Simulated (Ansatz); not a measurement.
# Cu2O: the cost of one run

Program: Ansatz 0.2.0. Level of theory: DFT PBE, scalar-relativistic, plane waves, PAW. These are calculated values, not measurements.

The COD entry's cell or inner coordinates are ideal or old and differ from later refinements, so a difference from it is no clean test against experiment.

3 further runs of the same task are left out: 3 set aside as unsound or not needed.

## Step 1: Starting point

Symmetry: Pn-3m, No. 224, cubic system. Conventional cell: a = 4.298 Å, b = 4.298 Å, c = 4.298 Å, α = 90.00°, β = 90.00°, γ = 90.00°. Cu (site symmetry -3m) is surrounded by 2 O at 1.86 Å. Around O (site symmetry -43m) lie 4 Cu at 1.86 Å.

Structure file:

```xyz
6
Lattice="4.2982 0.0000 0.0000 0.0000 4.2982 0.0000 0.0000 0.0000 4.2982" Properties=species:S:1:pos:R:3 pbc="T T T"
Cu    1.0746    1.0746    1.0746
Cu    1.0746    3.2237    3.2237
Cu    3.2237    3.2237    1.0746
Cu    3.2237    1.0746    3.2237
O     0.0000    0.0000    0.0000
O     2.1491    2.1491    2.1491
```

It is the result of an earlier relaxation at this level (volume 13.23 Å³/atom; gap on the mesh: 0.48 eV).

The host's static dielectric tensor, from an earlier linear-response run, has a mean of 9.75.

## Step 2: The perfect supercell

Input file input.yaml:

```yaml
crystal:
  lattice:
    - [-4.2982410664, 4.2982410664, 4.2982410664]
    - [4.2982410664, 4.2982410664, -4.2982410664]
    - [-4.2982410664, -4.2982410664, -4.2982410664]
  atoms:
    - { symbol: Cu, position: [0.5, 0.0, 0.25] }
    - { symbol: Cu, position: [0.0, 0.5, 0.25] }
    - { symbol: Cu, position: [0.0, 0.0, 0.75] }
    - { symbol: Cu, position: [0.5, 0.5, 0.75] }
    - { symbol: Cu, position: [0.75, 0.0, 0.0] }
    - { symbol: Cu, position: [0.25, 0.5, 0.0] }
    - { symbol: Cu, position: [0.25, 0.0, 0.5] }
    - { symbol: Cu, position: [0.75, 0.5, 0.5] }
    - { symbol: Cu, position: [0.5, 0.25, 0.0] }
    - { symbol: Cu, position: [0.0, 0.75, 0.0] }
    - { symbol: Cu, position: [0.0, 0.25, 0.5] }
    - { symbol: Cu, position: [0.5, 0.75, 0.5] }
    - { symbol: Cu, position: [0.25, 0.75, 0.75] }
    - { symbol: Cu, position: [0.75, 0.25, 0.75] }
    - { symbol: Cu, position: [0.75, 0.75, 0.25] }
    - { symbol: Cu, position: [0.25, 0.25, 0.25] }
    - { symbol: O, position: [0.0, 0.5, 0.5] }
    - { symbol: O, position: [0.5, 0.0, 0.5] }
    - { symbol: O, position: [0.5, 0.5, 1.0] }
    - { symbol: O, position: [0.0, 0.0, 1.0] }
    - { symbol: O, position: [0.5, 0.0, 0.0] }
    - { symbol: O, position: [0.0, 0.5, 0.0] }
    - { symbol: O, position: [0.0, 0.0, 0.5] }
    - { symbol: O, position: [0.5, 0.5, 0.5] }
basis:
  ecutwfc: 420
  xc_grid: 2
kpoints:
  mp_grid: { grid: [3, 3, 3], shift: [0.0, 0.0, 0.0] }
hamiltonian:
  xc: pbe
scf:
  occupations: { method: gaussian, width: 0.02 }
output:
  forces: true
  stress: true
  eigenvalues: true
  write_density: true
  write_potential: true
  elf: true
  volumetric_format: npy
```

Launch:

```
$ ansatz run input.yaml --threads 4 --pin off --max-ram 10240MiB --backend cpu --events-out ev --progress --plain --runs-dir out
```

**Question.** How long does this run take on 4 threads of Arm Neoverse V1, shared host, and how much memory does it need?

About 9 s, with a peak of 1.3 GiB.
